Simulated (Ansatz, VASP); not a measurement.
**Two plane-wave programs on CdSe**

```xyz
2
Lattice="0.0000 2.9291 2.9291 2.9291 0.0000 2.9291 2.9291 2.9291 0.0000" Properties=species:S:1:pos:R:3 pbc="T T T"
Cd    0.0000    0.0000    0.0000
Se    4.3936    4.3936    4.3936
```

Alike in both runs: task single point; functional PBEsol; k mesh 10 × 10 × 10; occupations gaussian, width 0.05 eV; no spin polarisation.

|  | VASP | Ansatz |
| --- | --- | --- |
| version | VASP 6.6.1 | Ansatz 0.2.0 |
| potentials or method | VASP PAW PBE potentials, release 64 (Cd, Se) | scalar-relativistic, plane waves, PAW |
| plane-wave cutoff (eV) | 520 | 420 |
| valence electrons in the cell | 18 | 36 |

|  | VASP | Ansatz | Ansatz less VASP |
| --- | --- | --- | --- |
| gap on the k mesh at the Fermi level (eV) | 0.70 | 0.69 | -0.008 |
| least direct gap on the mesh (eV) | 0.70 | 0.69 | -0.008 |
| pressure (GPa) | 8.2 | 7.6 | -0.56 |

The two sets of potentials don't hold the same shells in valence.

Caveats: the PAW data sets were made with another functional, which shifts forces and pressure a little (VASP).
